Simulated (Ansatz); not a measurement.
## C under pressure

The calculation used Ansatz 0.2.0, DFT PBE+D3(BJ), scalar-relativistic, plane waves, PAW. Plane waves to 420 eV; Γ-centred k mesh 18×18×12; Fermi-Dirac smearing of 0.15 eV. No spin polarisation. Phonons by linear response, acoustic sum rule imposed.

The cell, relaxed at this level:
```xyz
2
Lattice="2.4648 0.0000 0.0000 -1.2324 2.1345 0.0000 0.0000 0.0000 3.5665" Properties=species:S:1:pos:R:3 pbc="T T T"
C     0.0000    1.4230    0.0000
C     1.2324    0.7115    0.0000
```

In a metal, frequencies and elastic constants depend on the k mesh and the smearing, soft modes and shear constants most.

Question: The cell is relaxed again at 3 and 8 and 15 GPa. How do volume, gap and optical modes at Γ (cm⁻¹, counted from the lowest optical one; a degenerate one stands once) change?

Answer:
```tsv
	0 GPa	3 GPa	8 GPa	15 GPa
V/V0	1.000	0.932	0.873	0.822
gap (eV)	0.00	0.00	0.00	0.00
mode 1	872	872	873	874
mode 2	1562	1573	1582	1599
```

This form isn't the element's structure at ambient conditions.

Cost: 4 runs of about 0.68 core-minutes in all, on Intel Xeon 6975P-C (Granite Rapids) (shared hosts).